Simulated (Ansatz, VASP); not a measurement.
**WC: VASP beside Ansatz**

```
W C
1.0
     2.84179    0.00000    0.00000
    -1.42090    2.46107    0.00000
     0.00000    0.00000    2.77174
W C
1 1
Cartesian
  0.0000 0.0000 0.0000
  1.4209 0.8204 1.3859
```

Change from the starting cell: volume scaled by 0.9405, PAW files.

Alike in both runs: task electric field gradients; functional PBE; k mesh 14 × 14 × 13; occupations fermi-dirac, width 0.05 eV; no spin polarisation.

|  | VASP | Ansatz |
| --- | --- | --- |
| version | VASP 6.6.1 | Ansatz 0.2.0 |
| potentials or method | VASP PAW PBE potentials, release 64 (W_sv, C) | PAW with Ansatz's default frozen-core files, scalar-relativistic |
| plane-wave cutoff (eV) | 520 | 420 |
| valence electrons in the cell | 18 | 18 |

Ansatz gave:

```
pressure (GPa)                                                 : 37.8
largest component of the traceless stress (GPa)                : 3.37
Vzz of the field gradient on the site that differs most (V/Å²) : -161.6
```

Problem. Estimate VASP's values.

Solution. Pressure (GPa): 39.4; largest component of the traceless stress (GPa): 3.64; Vzz of the field gradient on the site that differs most (V/Å²): -165.7.

Ansatz warned: «gradients_without_spin_orbit».

Caveats: so large a pressure means that the cell lies far from this level's equilibrium, or that cutoff or potentials fall short (VASP). The runs have no spin-orbit coupling, so splittings on W are missing.
